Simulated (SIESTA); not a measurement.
**Au in SIESTA: the effect of basis**

Crystal: Au.

```
Au
1.0
     0.00000    2.03500    2.03500
     2.03500    0.00000    2.03500
     2.03500    2.03500    0.00000
Au
1
Direct
  0.00000 0.00000 0.00000
```

Alike in all runs:

| Item | Value |
| --- | --- |
| Program | SIESTA 5.4.2 |
| Task | band structure |
| Functional | PBEsol |
| Potentials or basis | PseudoDojo 0.4 standard (PBEsol files) |
| Grid cutoff | 800 Ry |
| Energy shift | 0.003 Ry |
| k mesh | 11 × 11 × 11 |
| Occupations | fermi-dirac, width 0.05 eV |
| Spin | no spin polarisation |

```csv
basis,pressure (GPa)
SZ,?
SZP,-1.2
DZ,-2.6
DZP,3.2
TZP,2.0
TZDP,2.4
```

What does the run with basis SZ give?

Pressure 30.3 GPa.

Caveats: short orbitals over semicore shells can move pressures by several GPa; the basis of atomic orbitals isn't converged, which shifts pressures, moduli and gaps; the basis has no polarisation orbitals (some runs); a pressure of tens of GPa on the cell as given is suspect, and the run, the potentials or the cell itself is likely at fault (some runs).
